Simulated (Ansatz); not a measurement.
# Structures of ScAl3: which is lowest?

Plane-wave DFT in Ansatz with scalar-relativistic PAW potentials, cutoff 420 eV, Γ-centred meshes chosen by cell and gap, Gaussian smearing with energies taken to zero width. Every cell was relaxed (cell and atoms) in a run of its own, within the symmetry of its start. Functional: PBEsol.

Relaxed structures (starts from databases or built by putting these elements on another compound's sites):
A. Pm-3m, 4 atoms in the computed cell, a = 4.071 Å; sites (symmetry × multiplicity) Sc m-3m × 1, Al 4/mm.m × 3; start: database
B. I4/mmm, 4 atoms in the computed cell, a = 3.991 Å, c = 8.740 Å; sites (symmetry × multiplicity) Sc 4/mmm × 2, Al -4m2 × 4 + 4/mmm × 2; start: database

Question: Rank them by energy. Could pressure change the order?

Answer:
```csv
structure,group,E − E(lowest) (meV/atom),V (Å³/atom),gap on mesh (eV)
A,Pm-3m,0.0,16.87,0.00
B,I4/mmm,97,17.40,0.00
```

A is lowest, 97 meV/atom under B. The lowest is also the densest of these, so pressure wouldn't bring one of the others in at first order. Other structures may lie lower than all of these, and vibrations aren't counted.